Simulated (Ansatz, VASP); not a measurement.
Two plane-wave programs on Mo

INCAR

```
PREC = Accurate
ENCUT = 520
EDIFF = 1E-6
ISMEAR = 0
SIGMA = 0.027000000000000003
LREAL = False
LASPH = True
NELM = 100
ALGO = Normal
ISIF = 2
LWAVE = False
LCHARG = False
GGA = PE
NBANDS = 13
```

The input KPOINTS:

```
regular mesh
0
Gamma
  12 12 12
```

POSCAR

```
Mo
1.0
   -1.5838089719      1.5838089719      1.5838089719
    1.5838089719     -1.5838089719      1.5838089719
    1.5838089719      1.5838089719     -1.5838089719
Mo
1
Direct
    0.0000000000      0.0000000000      0.0000000000
```

input.yaml

```yaml
crystal:
  lattice:
    - [-1.5838089719, 1.5838089719, 1.5838089719]
    - [1.5838089719, -1.5838089719, 1.5838089719]
    - [1.5838089719, 1.5838089719, -1.5838089719]
  atoms:
    - { symbol: Mo, position: [0.0, 0.0, 0.0] }
hamiltonian:
  xc: pbe
  pseudopotentials: { kind: paw }
kpoints:
  mp_grid: { grid: [12, 12, 12] }
scf:
  occupations: { method: gaussian, width: 0.027 }
output:
  forces: true
  stress: true
  eigenvalues: true
```

Alike in both runs: task single point; functional PBE; k mesh 12 × 12 × 12; occupations gaussian, width 0.027 eV; no spin polarisation.

|  | VASP | Ansatz |
| --- | --- | --- |
| version | VASP 6.6.1 | Ansatz 0.2.0 |
| potentials or method | VASP PAW PBE potentials, release 64 (Mo_sv) | Ansatz PAW |
| plane-wave cutoff (eV) | 520 | 420 |
| valence electrons in the cell | 14 | 14 |

Ansatz gave:

* gap on the k mesh at the Fermi level (eV): none
* pressure (GPa): -1.9

Q: Which values does VASP return?

A: gap on the k mesh at the Fermi level (eV): none; pressure (GPa): -1.4.

A gap of «none» marks a metal or a gap that the smearing closes. With one functional, cell and mesh, what is left measures potentials, basis and numerics.
